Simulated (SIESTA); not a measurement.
The system is Pd.

```
CELL_PARAMETERS angstrom
-1.57228 1.57228 1.57228
1.57228 -1.57228 1.57228
1.57228 1.57228 -1.57228
ATOMIC_POSITIONS crystal
Pd 0.00000 0.00000 0.00000
```

This isn't the form of Pd at room conditions, which is fcc.

Base run:

| Quantity | Value |
| --- | --- |
| Program | SIESTA 5.4.2 |
| Functional | PBEsol |
| Potentials or basis | PseudoDojo 0.4 standard (PBEsol files) |
| Basis | DZP (energy shift 0.003 Ry; two zetas on semicore shells) |
| Grid cutoff | 800 Ry |
| Energy shift | 0.003 Ry |
| k mesh | 12 × 12 × 12 |
| Occupations | fermi-dirac, width 0.05 eV |
| Spin | no spin polarisation |

Its results: band gap on the k mesh none (metal or under the smearing width); pressure -9.0 GPa.

Q: The run is repeated on the same cell with these changes: functional from PBEsol to LDA; potentials or basis from PseudoDojo 0.4 standard (PBEsol files) to PseudoDojo 0.4 standard (LDA files). What comes out?

A: Band gap on the k mesh none (metal or under the smearing width); pressure -14.1 GPa.

Caveats: the basis of atomic orbitals isn't converged, which shifts pressures, moduli and gaps.
